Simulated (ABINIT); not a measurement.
Runs of ABINIT 10.8.3 (patched build) on CdSe. It takes space group F-43m (No. 216, cubic). Conventional cell: a = 6.141 Å, b = 6.141 Å, c = 6.141 Å, α = 90.00°, β = 90.00°, γ = 90.00°. Cd (site symmetry -43m) has 4 Se at 2.66 Å as nearest neighbours. Around Se (site symmetry -43m) lie 4 Cd at 2.66 Å. Measurements of this composition are mostly on another form, of space group No. 186.

| task | level | potentials or basis | k mesh | cutoff (eV) | fine-grid cutoff | gap on the mesh (eV) | V0 of scaled cells (Å³/atom) | B0 (GPa) |
| --- | --- | --- | --- | --- | --- | --- | --- | --- |
| single point | LDA | JTH PAW LDA v2.0 | 5 × 5 × 5 | 463 | 925.187 eV | 0.26 | - | - |
| equation of state | PBE | JTH PAW PBE v2.0 | 8 × 8 × 8 | 463 | 925.187 eV | - | 29.77 | 44 |
| equation of state | revPBE+D3(BJ) | JTH PAW PBE v2.0 | 8 × 8 × 8 | 463 | 925.187 eV | - | (a) | 52 |
| equation of state | PBE+D2 | JTH PAW PBE v2.0 | 8 × 8 × 8 | 463 | 925.187 eV | - | (b) | 49 |
| band structure | revPBE | JTH PAW PBE v2.0 | 8 × 8 × 8 | 463 | 925.187 eV | 0.67 | - | - |
| single point | LDA | JTH PAW LDA v2.0 | 6 × 6 × 6 | 463 | 925.187 eV | 0.26 | - | - |

Alike in all rows: no spin polarisation; cell as given; smearing fermi-dirac 0.05 eV.

Question: Fill in the values left out.

Answer: (a) 28.24; (b) 28.34.

Caveats: pressures at fixed basis lie under the slope of the energies (some runs); the PAW data sets were made with another functional, which shifts forces and pressure a little (some runs).

A k mesh can miss the band edges, and the runs leave out spin-orbit coupling on Cd, Se.
